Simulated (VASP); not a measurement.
# BN (F-43m) in VASP: further runs, part 2 of 3

VASP 6.6.1. Earlier steps stand in the parts before.

### Step 3. Single point, PBE

This run uses another cell than the first one, of 11.17 Å³/atom, 1.877 times its volume.

File INCAR:

```
ALGO = Normal ; EDIFF = 1E-6
ENCUT = 600 ; GGA = PE
GGA_COMPAT = False ; ISIF = 2
ISMEAR = 0 ; LASPH = True
LCHARG = True ; LELF = True
LREAL = False ; LVHAR = True
LWAVE = False ; NBANDS = 11
NELM = 120 ; PREC = Accurate
SIGMA = 0.1
```

File KPOINTS:

```
k-points
0
Gamma
  8 8 8
```

File POSCAR:

```
BN
1.0
    0.0000000000      2.2355652184      2.2355652184
    2.2355652184      0.0000000000      2.2355652184
    2.2355652184      2.2355652184      0.0000000000
B N
1 1
Direct
    0.7500000000      0.7500000000      0.7500000000
    0.0000000000      0.0000000000      0.0000000000
```

Potentials or basis: VASP PAW PBE potentials, release 64 (B, N).

On the command line:

```
$ cat potpaw_PBE.64/B/POTCAR potpaw_PBE.64/N/POTCAR > POTCAR
$ mpirun -np 1 vasp_std > vasp.out
```

OUTCAR:

```text
EDIFF = 1E-6
   ENCUT = 600
   GGA = PE
   ISIF = 2
   ISMEAR = 0
   LASPH = True
   LREAL = False
   NELM = 120
   PREC = Accurate

 ion  position               nearest neighbor table
   1  0.750  0.750  0.750-   2 1.94   2 1.94   2 1.94   2 1.94
   2  0.000  0.000  0.000-   1 1.94   1 1.94   1 1.94   1 1.94

  LATTYP: Found a face centered cubic cell.
 ALAT       =     4.4711304368

  Lattice vectors:

 A1 = (   0.0000000000,   2.2355652184,   2.2355652184)
 A2 = (   2.2355652184,   0.0000000000,   2.2355652184)
 A3 = (   2.2355652184,   2.2355652184,   0.0000000000)

Analysis of symmetry for initial positions (statically):
=====================================================================
 Subroutine PRICEL returns:
 Original cell was already a primitive cell.

 Routine SETGRP: Setting up the symmetry group for a
 face centered cubic supercell.

 Subroutine GETGRP returns: Found 24 space group operations
 (whereof 24 operations were pure point group operations)
 out of a pool of 48 trial point group operations.

The static configuration has the point symmetry T_d .

Analysis of symmetry for dynamics (positions and initial velocities):
=====================================================================
 Subroutine PRICEL returns:
 Original cell was already a primitive cell.

 Routine SETGRP: Setting up the symmetry group for a
 face centered cubic supercell.

 Subroutine GETGRP returns: Found 24 space group operations
 (whereof 24 operations were pure point group operations)
 out of a pool of 48 trial point group operations.

The dynamic configuration has the point symmetry T_d .

 Subroutine INISYM returns: Found 24 space group operations
 (whereof 24 operations are pure point group operations),
 and found     1 'primitive' translations

----------------------------------------------------------------------------------------

                                     Primitive cell

  volume of cell :      22.3456

  direct lattice vectors                    reciprocal lattice vectors
     0.000000000  2.235565218  2.235565218    -0.223657085  0.223657085  0.223657085
     2.235565218  0.000000000  2.235565218     0.223657085 -0.223657085  0.223657085
     2.235565218  2.235565218  0.000000000     0.223657085  0.223657085 -0.223657085

  length of vectors
     3.161566651  3.161566651  3.161566651     0.387385435  0.387385435  0.387385435

  position of ions in fractional coordinates (direct lattice)
     0.750000000  0.750000000  0.750000000
     0.000000000  0.000000000  0.000000000

  ion indices of the primitive-cell ions
   primitive index   ion index
                 1           1
                 2           2

----------------------------------------------------------------------------------------

 KPOINTS: k-points

Automatic generation of k-mesh.
 Grid dimensions read from file:
 generate k-points for:    8    8    8

 Generating k-lattice:

  Cartesian coordinates                     Fractional coordinates (reciprocal lattice)
    -0.027957136  0.027957136  0.027957136     0.125000000  0.000000000  0.000000000
     0.027957136 -0.027957136  0.027957136     0.000000000  0.125000000  0.000000000
     0.027957136  0.027957136 -0.027957136     0.000000000  0.000000000  0.125000000

  Length of vectors
     0.048423179  0.048423179  0.048423179

  Shift w.r.t. Gamma in fractional coordinates (k-lattice)
     0.000000000  0.000000000  0.000000000

 Subroutine IBZKPT returns following result:
 ===========================================

 Found     29 irreducible k-points:

 Following reciprocal coordinates:
            Coordinates               Weight
  0.000000  0.000000  0.000000      1.000000
  0.125000  0.000000  0.000000      8.000000
  0.250000  0.000000  0.000000      8.000000
  0.375000  0.000000  0.000000      8.000000
  0.500000  0.000000  0.000000      4.000000
  0.125000  0.125000  0.000000      6.000000
[... 16 lines left out ...]
  0.500000  0.250000  0.125000     48.000000
 -0.375000  0.250000  0.125000     24.000000
 [... further k-points ...]
   k-points           NKPTS =     29   k-points in BZ     NKDIM =     29   number of bands    NBANDS=     11
   number of dos      NEDOS =    301   number of ions     NIONS =      2
   total plane-waves  NPLWV =  21952
   dimension x,y,z NGX =    28 NGY =   28 NGZ =   28
   dimension x,y,z NGXF=    56 NGYF=   56 NGZF=   56
   ions per type =               1   1
   NGX,Y,Z   is equivalent  to a cutoff of  14.72, 14.72, 14.72 a.u.
   NGXF,Y,Z  is equivalent  to a cutoff of  29.45, 29.45, 29.45 a.u.
 SYSTEM =  unknown system
   PREC   = accura    normal or accurate (medium, high low for compatibility)
   ISTART =      0    job   : 0-new  1-cont  2-samecut
   ICHARG =      2    charge: 1-file 2-atom 10-const
   ISPIN  =      1    spin polarized calculation?
   LNONCOLLINEAR =      F non collinear calculations
   LSORBIT =      F    spin-orbit coupling
   LASPH  =      T    aspherical Exc in radial PAW
   ENCUT  =  600.0 eV  44.10 Ry    6.64 a.u.   6.31  6.31  6.31*2*pi/ulx,y,z
   NELM   =    120;   NELMIN=  2; NELMDL= -5     # of ELM steps
   EDIFF  = 0.1E-05   stopping-criterion for ELM
   LREAL  =      F    real-space projection
   EDIFFG = 0.1E-04   stopping-criterion for IOM
   NSW    =      0    number of steps for IOM
   IBRION =     -1    ionic relax: 0-MD 1-quasi-New 2-CG
   NFREE  =      0    steps in history (QN), initial steepest desc. (CG)
   ISIF   =      2    stress and relaxation
   ISYM   =      2    0-nonsym 1-usesym 2-fastsym
   POTIM  = 0.5000    time-step for ionic-motion
   TEBEG  =    0.0;   TEEND  =   0.0 temperature during run
   PSTRESS=    0.0 pullay stress
   NELECT =       8.0000    total number of electrons
   NUPDOWN=      -1.0000    fix difference up-down
   EMIN   =  10.00;   EMAX   =-10.00  energy-range for DOS
   EFERMI =   0.00;   METHOD = LEGACY
   ISMEAR =     0;   SIGMA  =   0.10  broadening in eV -4-tet -1-fermi 0-gaus
   EFERMI_NEDOS =   21; number of points for ismear=-14 and -15
   IALGO  =     38    algorithm
   IMIX   =      4    mixing-type and parameters
     AMIX     =   0.40;   BMIX     =  1.00
     AMIX_MAG =   1.60;   BMIX_MAG =  1.00
  volume/ion in A,a.u.               =      11.17        75.40
  Fermi-wavevector in a.u.,A,eV,Ry     =   1.162450  2.196711 18.385406  1.351289
  Thomas-Fermi vector in A             =   2.299011
   LORBIT       =      0    0 simple, 1 ext, 2 COOP (PROOUT), +10 PAW based schemes
   GGA     = PE    functional components
   LHFCALC =     F    Hartree Fock is set to
   AEXX    =    0.0000 exact exchange contribution
   IVDW    =     0    specifies the selected vdW correction
   LEPSILON=     F    determine dielectric tensor
   LRPA    =     F    only Hartree local field effects (RPA)
 non-spin polarized calculation
 Gauss-broadening in eV      SIGMA  =   0.10
  energy-cutoff  :      600.00
  volume of cell :       22.35
 maximum number of plane-waves:       757
 NGX is ok and might be reduce to    28
   NGX = 13   NGY = 13   NGZ = 13

 number of electron       8.0000000 magnetization

 Free energy of the ion-electron system (eV)
  ---------------------------------------------------
  ext. energy  EPLUGINS =         0.00000000
  ---------------------------------------------------
  free energy    TOTEN  =       -13.71534689 eV

  energy without entropy =      -13.71534689  energy(sigma->0) =      -13.71534689

 E-fermi :   1.7800     XC(G=0):  -9.9262

 val. band max:        1.2994598837   @ k =   0.0000   0.0000   0.0000
 cond. band min:       3.2721104841   @ k =   0.0000   0.0000   0.0000
 fundamental gap:      1.9726506005
 Fermi energy:         1.7799552639

 k-point     1 :       0.0000    0.0000    0.0000
  band No.  band energies     occupation
      1     -13.3842      2.00000
      2       1.2995      2.00000
      3       1.2995      2.00000
      4       1.2995      2.00000
      5       3.2721      0.00000
      6       7.2482      0.00000
      7       7.2482      0.00000
      8       7.2482      0.00000
      9      16.5323      0.00000
     10      22.4438      0.00000
     11      22.4439      0.00000
[... 309 lines left out ...]
 k-point    24 :      -0.3750    0.2500    0.1250
  band No.  band energies     occupation
      1     -11.2894      2.00000
      2      -4.5174      2.00000
      3      -1.5611      2.00000
      4      -0.4294      2.00000
      5       6.4438      0.00000
      6       8.1562      0.00000
      7       9.3144      0.00000
      8      10.2271      0.00000
      9      15.6100      0.00000
     10      18.1100      0.00000
     11      20.9139      0.00000

 [... further k-points ...]
[... 5 lines left out ...]
  --------------------------------------------------------------------------------------
  -------------------------------------------------------------------------------------
  Total       -9.4638114     -9.4638114     -9.4638114      0.0000000      0.0000000      0.0000000
  in kB     -678.5543386   -678.5543386   -678.5543386      0.0000000      0.0000000      0.0000000
  external PRESSURE =    -678.5543386 kB  Pullay stress =       0.0000000 kB

 VOLUME and BASIS-vectors are now :
 -----------------------------------------------------------------------------
  energy-cutoff  :      600.00
  volume of cell :       22.35
      direct lattice vectors                 reciprocal lattice vectors
     0.000000000  2.235565218  2.235565218    -0.223657085  0.223657085  0.223657085
     2.235565218  0.000000000  2.235565218     0.223657085 -0.223657085  0.223657085
     2.235565218  2.235565218  0.000000000     0.223657085  0.223657085 -0.223657085

 POSITION                                       TOTAL-FORCE (eV/Angst)
 -----------------------------------------------------------------------------------
      3.35335      3.35335      3.35335        -0.000000     -0.000000      0.000000
      0.00000      0.00000      0.00000         0.000000      0.000000     -0.000000
 -----------------------------------------------------------------------------------
    total drift:                                0.000000      0.000000      0.000000

  FREE ENERGIE OF THE ION-ELECTRON SYSTEM (eV)
  ---------------------------------------------------
  free  energy   TOTEN  =       -13.7153468852 eV

  energy  without entropy=      -13.7153468852  energy(sigma->0) =      -13.71534689
```

stdout:

```text
POSCAR found type information on POSCAR B N
 POSCAR found :  2 types and       2 ions
 scaLAPACK will be used
 LDA part: xc-table for (Slater+PW92), standard interpolation
 POSCAR, INCAR and KPOINTS ok, starting setup
 FFT: planning ... GRIDC
 FFT: planning ... GRID_SOFT
 FFT: planning ... GRID
 WAVECAR not read
 entering main loop
```

Wall time 12 s (1 thread of Intel Xeon Platinum 8375C at 2.90GHz (Ice Lake), shared host); peak memory 0.15 GiB.

What came out:

```yaml
Free_energy: -13.7153 eV
Pressure: -67.9 GPa
Band_gap_on_the_k_mesh: 1.97 eV, direct
```

PBE gaps usually lie below the measured ones, often by a third to a half.

### Step 4. Single point, PBE

File INCAR:

```
  PREC = Accurate
  ENCUT = 600
  EDIFF = 1E-6
  ISMEAR = 0
  SIGMA = 0.02
  LREAL = F
  LASPH = T
  NELM = 120
  ALGO = Normal
  ISIF = 2
  LWAVE = F
  LCHARG = F
  GGA = PE
  NBANDS = 11
  GGA_COMPAT = F
```

File KPOINTS:

```
regular mesh
0
Gamma
  12 12 12
```

File POSCAR:

```
BN
1.0
    0.0000000000      1.8123428894      1.8123428894
    1.8123428894      0.0000000000      1.8123428894
    1.8123428894      1.8123428894      0.0000000000
B N
1 1
Direct
    0.7500000000      0.7500000000      0.7500000000
    0.0000000000      0.0000000000      0.0000000000
```

Potentials or basis: VASP PAW PBE potentials, release 64 (B, N).

On the command line:

```
$ cat potpaw_PBE.64/B/POTCAR potpaw_PBE.64/N/POTCAR > POTCAR
$ mpirun -np 1 vasp_std > vasp.out
```

OUTCAR:

```text
PREC = Accurate
   ENCUT = 600
   EDIFF = 1E-6
   ISMEAR = 0
   LREAL = F
   LASPH = T
   NELM = 120
   ISIF = 2
   GGA = PE

 ion  position               nearest neighbor table
   1  0.750  0.750  0.750-   2 1.57   2 1.57   2 1.57   2 1.57
   2  0.000  0.000  0.000-   1 1.57   1 1.57   1 1.57   1 1.57

  LATTYP: Found a face centered cubic cell.
 ALAT       =     3.6246857788

  Lattice vectors:

 A1 = (   0.0000000000,   1.8123428894,   1.8123428894)
 A2 = (   1.8123428894,   0.0000000000,   1.8123428894)
 A3 = (   1.8123428894,   1.8123428894,   0.0000000000)

Analysis of symmetry for initial positions (statically):
=====================================================================
 Subroutine PRICEL returns:
 Original cell was already a primitive cell.

 Routine SETGRP: Setting up the symmetry group for a
 face centered cubic supercell.

 Subroutine GETGRP returns: Found 24 space group operations
 (whereof 24 operations were pure point group operations)
 out of a pool of 48 trial point group operations.

The static configuration has the point symmetry T_d .

Analysis of symmetry for dynamics (positions and initial velocities):
[... 165 lines left out ...]

 k-point     1 :       0.0000    0.0000    0.0000
  band No.  band energies     occupation
      1     -12.8358      2.00000
      2       7.3040      2.00000
      3       7.3040      2.00000
      4       7.3040      2.00000
      5      16.0855      0.00000
      6      16.0855      0.00000
      7      16.0855      0.00000
      8      17.5237      0.00000
      9      31.9058      0.00000
     10      34.9728      0.00000
     11      34.9728      0.00000
[... 309 lines left out ...]
 k-point    24 :      -0.4167    0.1667    0.0000
  band No.  band energies     occupation
      1      -8.2966      2.00000
      2      -2.6248      2.00000
      3       3.2079      2.00000
      4       4.7577      2.00000
      5      16.5765      0.00000
      6      19.4107      0.00000
      7      19.4867      0.00000
      8      22.8897      0.00000
      9      28.2588      0.00000
     10      32.5552      0.00000
     11      33.8232      0.00000

 [... further k-points ...]
[... 5 lines left out ...]
  --------------------------------------------------------------------------------------
  -------------------------------------------------------------------------------------
  Total       -0.0022662     -0.0022662     -0.0022662     -0.0000000      0.0000000      0.0000000
  in kB       -0.3049744     -0.3049744     -0.3049744     -0.0000000      0.0000000      0.0000000
  external PRESSURE =      -0.3049744 kB  Pullay stress =       0.0000000 kB

 VOLUME and BASIS-vectors are now :
 -----------------------------------------------------------------------------
  energy-cutoff  :      600.00
  volume of cell :       11.91
      direct lattice vectors                 reciprocal lattice vectors
     0.000000000  1.812342889  1.812342889    -0.275885983  0.275885983  0.275885983
     1.812342889  0.000000000  1.812342889     0.275885983 -0.275885983  0.275885983
     1.812342889  1.812342889  0.000000000     0.275885983  0.275885983 -0.275885983

 POSITION                                       TOTAL-FORCE (eV/Angst)
 -----------------------------------------------------------------------------------
      2.71851      2.71851      2.71851         0.000000      0.000000      0.000000
      0.00000      0.00000      0.00000        -0.000000     -0.000000     -0.000000
 -----------------------------------------------------------------------------------
    total drift:                                0.000000      0.000000      0.000000

  FREE ENERGIE OF THE ION-ELECTRON SYSTEM (eV)
  ---------------------------------------------------
  free  energy   TOTEN  =       -17.4546295079 eV

  energy  without entropy=      -17.4546295079  energy(sigma->0) =      -17.45462951
```

OSZICAR:

```text
N       E                     dE             d eps       ncg     rms          rms(c)
DAV:   1     0.976530423184E+01    0.97653E+01   -0.49255E+03  1624   0.795E+02
DAV:   2    -0.179345016816E+02   -0.27700E+02   -0.26384E+02  1915   0.173E+02
DAV:   3    -0.184074519883E+02   -0.47295E+00   -0.47179E+00  1890   0.176E+01
DAV:   4    -0.184079975636E+02   -0.54558E-03   -0.54556E-03  1716   0.650E-01
DAV:   5    -0.184079979828E+02   -0.41914E-06   -0.41912E-06  1854   0.191E-02    0.664E+00
DAV:   6    -0.175376538170E+02    0.87034E+00   -0.29551E+00  1754   0.104E+01    0.321E+00
DAV:   7    -0.174684010733E+02    0.69253E-01   -0.99390E-02  1785   0.264E+00    0.190E+00
DAV:   8    -0.174543579944E+02    0.14043E-01   -0.35577E-02  1766   0.138E+00    0.188E-01
DAV:   9    -0.174545349669E+02   -0.17697E-03   -0.95597E-04  1686   0.264E-01    0.828E-02
DAV:  10    -0.174546242028E+02   -0.89236E-04   -0.12548E-04  1733   0.102E-01    0.152E-02
DAV:  11    -0.174546294353E+02   -0.52326E-05   -0.89061E-06  1815   0.251E-02    0.104E-02
DAV:  12    -0.174546295079E+02   -0.72520E-07   -0.14747E-06  1014   0.900E-03
   1 F= -.17454630E+02 E0= -.17454630E+02  d E =-.123870E-15
```

stdout:

```text
POSCAR found type information on POSCAR B N
 POSCAR found :  2 types and       2 ions
 scaLAPACK will be used
 LDA part: xc-table for (Slater+PW92), standard interpolation
 POSCAR, INCAR and KPOINTS ok, starting setup
 FFT: planning ... GRIDC
 FFT: planning ... GRID_SOFT
 FFT: planning ... GRID
 WAVECAR not read
 entering main loop
```

Wall time 11 s (1 thread of Intel Xeon Platinum 8375C at 2.90GHz (Ice Lake), shared host); peak memory 0.12 GiB.

What came out:

| Quantity | Value |
| --- | --- |
| Free energy | -17.4546 eV |
| Pressure | 0.0 GPa |
| Band gap on the k mesh | 4.45 eV, indirect (least direct gap 8.78 eV) |

Levels at points of the mesh, in eV from the valence-band top:
| k point | band 2 | band 3 | band 4 | band 5 | band 6 | band 7 |
| --- | --- | --- | --- | --- | --- | --- |
| (0.00, 0.00, 0.00) | 0.00 | 0.00 | 0.00 | 8.78 | 8.78 | 8.78 |
| (0.50, 0.00, 0.00) | -10.62 | -1.93 | -1.93 | 10.04 | 10.66 | 10.66 |
| (0.50, 0.50, 0.00) | -8.86 | -4.86 | -4.86 | 4.45 | 9.19 | 17.80 |

A k mesh can miss the band edges. PBE gaps usually lie below the measured ones, often by a third to a half.

(Part 2 of 3 ends here.)
